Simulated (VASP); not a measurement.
# P, energy difference of two geometries: which settings are enough?

P, Cmce (no. 64), 4 atoms in the cell. R2SCAN, energy difference of two geometries; PAW potentials P (PBE set). VASP 6.6.1.

Wanted: energy difference within 0.5 meV/atom.

What the run is for: energy difference; Accuracy asked: standard; Second geometry: last atom moved by 0.04 A along z, cell strained by +1.0% along z.

The series start from Plane-wave cutoff (eV): 330; k-point mesh: 7 × 7 × 5; Precision mode (PREC): Accurate; Electronic threshold (eV): 1e-6; Aspherical gradient terms in the spheres (LASPH): yes; Electronic algorithm: ALGO=Normal. Each series keeps the choices made before it, and each single choice may use up half of a tolerance. Times cover all steps of a run.

## Plane-wave cutoff (eV)

| Plane-wave cutoff (eV) | Energy difference (meV/atom) | Time (s) |
|---|---|---|
| 200 | 3.79 | 45 |
| 260 | 4.61 | 52 |
| 290 | 4.78 | 56 |
| 330 | 4.95 | 74 |
| 380 | 5.00 | 100 |
| 450 | 5.02 | 152 |
| 540 | 5.04 | 218 |
| 680 (reference) | 5.06 | 248 |

Chosen: 330, the loosest value from which every tighter one stays within half of the tolerance.

## k-point mesh

| k-point mesh | Energy difference (meV/atom) | Time (s) |
|---|---|---|
| 2 × 2 × 2 | 1.39 | 15 |
| 3 × 3 × 2 | 6.21 | 21 |
| 4 × 4 × 3 | 5.28 | 43 |
| 5 × 5 × 3 | 4.52 | 38 |
| 6 × 6 × 4 | 4.79 | 52 |
| 7 × 7 × 5 | 4.95 | 74 |
| 9 × 9 × 6 | 4.96 | 107 |
| 11 × 11 × 8 | 5.03 | 178 |
| 14 × 14 × 10 (reference) | 5.05 | 334 |

Chosen: 7 × 7 × 5.

## Precision mode (PREC)

| Precision mode (PREC) | Energy difference (meV/atom) | Time (s) |
|---|---|---|
| SingleN | 5.08 | 46 |
| Normal | 4.96 | 53 |
| Single | 5.00 | 77 |
| Accurate (reference) | 4.95 | 74 |

Chosen: SingleN.

## Electronic threshold (eV)

| Electronic threshold (eV) | Energy difference (meV/atom) | Time (s) |
|---|---|---|
| 0.001 | 5.06 | 36 |
| 0.0001 | 4.95 | 41 |
| 1e-5 | 5.08 | 44 |
| 1e-6 | 5.08 | 46 |
| 1e-7 (reference) | 5.08 | 51 |

Chosen: 0.001.

## Aspherical gradient terms in the spheres (LASPH)

| Aspherical gradient terms in the spheres (LASPH) | Energy difference (meV/atom) | Time (s) |
|---|---|---|
| yes | 5.06 | 36 |
| no | 4.81 | 30 |

Chosen: yes; no other choice that stays within half of the tolerance saves 30 % of the time.

## Electronic algorithm

| Electronic algorithm | Energy difference (meV/atom) | Time (s) |
|---|---|---|
| ALGO=Normal | 5.06 | 36 |
| ALGO=Fast | 3.36 | 38 |
| ALGO=VeryFast | 5.09 | 47 |
| ALGO=All ISEARCH=1 | 5.08 | 22 |
| ALGO=All ISEARCH=0 | 5.08 | 20 |
| ALGO=Damped TIME=0.4 | 5.06 | 31 |
| ALGO=Damped TIME=0.1 | 5.20 | 41 |
| ALGO=Old Fast | 5.08 | 32 |

Chosen: ALGO=All ISEARCH=0, the fastest of those that stay within half of the tolerance.

## All choices together

| Input | Energy difference (meV/atom) | Time (s) |
|---|---|---|
| the program's defaults (naive) | 4.36 | 6.8 |
| chosen settings | 5.08 | 20 |
| reference settings throughout | 5.16 | 1013 |

The tolerance is met.

## The input

INCAR:
```
SYSTEM = P
  ALGO = All
  EDIFF = 0.001
  EFERMI = MIDGAP
  ENCUT = 330
  GGA_COMPAT = .FALSE.
  ISEARCH = 0
  ISIF = 2
  ISMEAR = 0
  KPAR = 8
  LASPH = .TRUE.
  LCHARG = .FALSE.
  LMIXTAU = .TRUE.
  LREAL = .FALSE.
  LWAVE = .FALSE.
  METAGGA = R2SCAN
  NELM = 120
  PREC = SingleN
  SIGMA = 0.03
```

KPOINTS:
```
Automatic mesh
0
Gamma
  7 7 5
  0 0 0
```

POSCAR.step1:
```
P
1.0
    1.6477431241     -5.4650377251      0.0000000000
    1.6477431241      5.4650377251      0.0000000000
    0.0000000000      0.0000000000      4.5436355900
P
4
Direct
    0.9041431300      0.0958568700      0.5888151700
    0.0958568700      0.9041431300      0.4111848300
    0.5958568700      0.4041431300      0.0888151700
    0.4041431300      0.5958568700      0.9111848300
```

POSCAR.step2:
```
P
1.0
    1.6477431241     -5.4650377251      0.0000000000
    1.6477431241      5.4650377251      0.0000000000
    0.0000000000      0.0000000000      4.5890719459
P
4
Direct
    0.9041431300      0.0958568700      0.5888151700
    0.0958568700      0.9041431300      0.4111848300
    0.5958568700      0.4041431300      0.0888151700
    0.4041431300      0.5958568700      0.9199883500
```

Commands (each step's output is kept before the next begins):
```
cat potpaw_PBE.64/P/POTCAR > POTCAR
cp POSCAR.step1 POSCAR
mpirun -np 8 vasp_std > vasp.out
cp POSCAR.step2 POSCAR
mpirun -np 8 vasp_std > vasp.out
```

The chosen input took VASP 6.6.1 20 s on 8 cores (Intel Xeon Platinum 8488C (Sapphire Rapids)), a shared host.

## An input that fails: cutoff far too low

It runs to its end, but against the unchanged starting input it is off by 18.82 meV/atom in the energy difference.

Changes against the starting input:
```
(all steps)
- NELM = 120
- ENCUT = 330
+ NELM = 51
+ ENCUT = 110
```
